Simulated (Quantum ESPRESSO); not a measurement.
BAs:

```
As B
1.0
     0.00000    2.38850    2.38850
     2.38850    0.00000    2.38850
     2.38850    2.38850    0.00000
As B
1 1
Direct
  0.75000 0.75000 0.75000
  0.00000 0.00000 0.00000
```

Base run:

```yaml
Program: Quantum ESPRESSO 7.5
Functional: PBE
Potentials_or_basis: SG15 PBE 1.2
Cutoff: 952 eV
Density_cutoff: 3810 eV
k_mesh: 8 × 8 × 8
Occupations: fermi-dirac, width 0.05 eV
Spin: no spin polarisation
```

Its results: band gap on the k mesh 1.21 eV, indirect (least direct gap 3.29 eV); pressure 2.7 GPa.

Q: The run is repeated on the same cell with these changes: k mesh from 8 × 8 × 8 to 6 × 6 × 6. What comes out?

A: Band gap on the k mesh 1.29 eV, indirect (least direct gap 3.29 eV); pressure 2.7 GPa.

A k mesh can miss the band edges.
